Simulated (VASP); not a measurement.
Output of a VASP run:

OSZICAR:
```
       N       E                     dE             d eps       ncg     rms          rms(c)
DAV:   1     0.127987822334E+03    0.12799E+03   -0.13498E+04   640   0.143E+03
DAV:   2    -0.474553945156E+02   -0.17544E+03   -0.17404E+03   808   0.302E+02
DAV:   3    -0.541366935193E+02   -0.66813E+01   -0.66742E+01   856   0.674E+01
DAV:   4    -0.542079656241E+02   -0.71272E-01   -0.71261E-01   824   0.646E+00
DAV:   5    -0.542101729078E+02   -0.22073E-02   -0.22073E-02   888   0.665E-01    0.787E+00
DAV:   6    -0.460844420106E+02    0.81257E+01   -0.42232E+00   896   0.179E+01    0.350E+00
DAV:   7    -0.445821434704E+02    0.15023E+01   -0.16612E+00   664   0.139E+01    0.214E+00
DAV:   8    -0.483117825537E+02   -0.37296E+01   -0.11304E+00   664   0.126E+01    0.857E-01
DAV:   9    -0.446491777092E+02    0.36626E+01   -0.55431E-01   640   0.665E+00    0.965E-01
DAV:  10    -0.450287444918E+02   -0.37957E+00   -0.35920E-01   640   0.557E+00    0.289E-01
DAV:  11    -0.449238886054E+02    0.10486E+00   -0.45706E-02   640   0.210E+00    0.245E-01
DAV:  12    -0.450606353614E+02   -0.13675E+00   -0.73515E-02   640   0.285E+00    0.129E-01
DAV:  13    -0.450629396715E+02   -0.23043E-02   -0.16679E-03   784   0.466E-01    0.675E-02
DAV:  14    -0.450637172179E+02   -0.77755E-03   -0.11131E-03   760   0.291E-01    0.323E-02
DAV:  15    -0.450638028191E+02   -0.85601E-04   -0.18960E-04   728   0.161E-01    0.112E-02
DAV:  16    -0.450637397048E+02    0.63114E-04   -0.24046E-05   696   0.719E-02    0.544E-03
DAV:  17    -0.450640275665E+02   -0.28786E-03   -0.86689E-05   656   0.106E-01    0.854E-03
DAV:  18    -0.450640294764E+02   -0.19099E-05   -0.21750E-06   824   0.168E-02    0.594E-03
DAV:  19    -0.450640286617E+02    0.81461E-06   -0.12481E-06   704   0.124E-02    0.334E-03
DAV:  20    -0.450640307855E+02   -0.21237E-05   -0.16536E-06   656   0.167E-02    0.198E-03
DAV:  21    -0.450640309443E+02   -0.15877E-06   -0.36869E-07   744   0.536E-03    0.570E-04
DAV:  22    -0.450640309646E+02   -0.20302E-07   -0.89639E-08   536   0.284E-03
   1 F= -.45064031E+02 E0= -.45064031E+02  d E =0.000000E+00
       N       E                     dE             ncg
       N       E                     dE             ncg
       N       E                     dE             ncg
```

OUTCAR:
```
------------------------ aborting loop because EDIFF is reached ----------------------------------------
  FORCE on cell =-STRESS in cart. coord.  units (eV):
  Direction    XX          YY          ZZ          XY          YZ          ZX
  --------------------------------------------------------------------------------------
  Total        0.0211917      0.0211917      0.0211917     -0.0000000      0.0000000      0.0000000
  in kB        0.5628093      0.5628093      0.5628093     -0.0000000      0.0000000      0.0000000
  external PRESSURE =       0.5628093 kB  Pullay stress =       0.0000000 kB
  volume of cell :       60.33
      direct lattice vectors                 reciprocal lattice vectors
     0.000000000  3.112876892  3.112876892    -0.160623120  0.160623120  0.160623120
     3.112876892  0.000000000  3.112876892     0.160623120 -0.160623120  0.160623120
     3.112876892  3.112876892  0.000000000     0.160623120  0.160623120 -0.160623120
 POSITION                                       TOTAL-FORCE (eV/Angst)
 -----------------------------------------------------------------------------------
      0.00000      0.00000      0.00000        -0.000000      0.000000     -0.000000
      1.55644      1.55644      1.55644         0.000000      0.000000      0.000000
      4.66932      4.66932      4.66932         0.000000     -0.000000     -0.000000
 -----------------------------------------------------------------------------------
    total drift:                                0.000000      0.000000      0.000000
  FREE ENERGIE OF THE ION-ELECTRON SYSTEM (eV)
  ---------------------------------------------------
  free  energy   TOTEN  =       -45.0640309646 eV

  energy  without entropy=      -45.0640309646  energy(sigma->0) =      -45.06403096

 total charge

# of ion       s       p       d       tot
------------------------------------------
    1        2.008   5.661   0.202   7.872
    2        1.738   4.387   0.000   6.125
    3        1.738   4.387   0.000   6.125
--------------------------------------------------
tot          5.483  14.436   0.202  20.121
```
(Selected blocks of OUTCAR.)

### POSCAR
```
BaF2
1
    0.0000000000     3.1128768920     3.1128768920
    3.1128768920     0.0000000000     3.1128768920
    3.1128768920     3.1128768920     0.0000000000
Ba F
1 2
Direct
  0.0000000000   0.0000000000   0.0000000000
  0.2500000000   0.2500000000   0.2500000000
  0.7500000000   0.7500000000   0.7500000000
```

Reconstruct the remaining input files.

One answer among several that fit: the input of the run itself, r2SCAN meta-GGA, plane waves, VASP's PBE PAW potentials (set 64).

**INCAR**
```
SYSTEM = BaF2
PREC = Accurate; ENCUT = 520; LREAL = .FALSE.
LASPH = .TRUE.
EDIFF = 1E-7; NELM = 100; ALGO = Normal
LMAXMIX = 4; LMIXTAU = .TRUE.
ISMEAR = -5
METAGGA = R2SCAN
ISIF = 2
LWAVE = .FALSE.; LCHARG = .FALSE.; LORBIT = 11
NEDOS = 601
```

KPOINTS:
```
Automatic
0
Gamma
 7 7 7
0 0 0
```

File KPOINTS_OPT:
```
k-points along high-symmetry lines
10
Line-mode
Reciprocal
  0.000000   0.000000   0.000000 ! GAMMA
  0.500000   0.000000   0.500000 ! X

  0.500000   0.000000   0.500000 ! X
  0.625000   0.250000   0.625000 ! U

  0.375000   0.375000   0.750000 ! K
  0.000000   0.000000   0.000000 ! GAMMA

  0.000000   0.000000   0.000000 ! GAMMA
  0.500000   0.500000   0.500000 ! L

  0.500000   0.500000   0.500000 ! L
  0.500000   0.250000   0.750000 ! W

  0.500000   0.250000   0.750000 ! W
  0.500000   0.000000   0.500000 ! X
```

POTCAR, in this order: Ba_sv F (PBE.64 set). Program: vasp_std.

The compound is BaF2 in the fluorite structure. It was relaxed first.
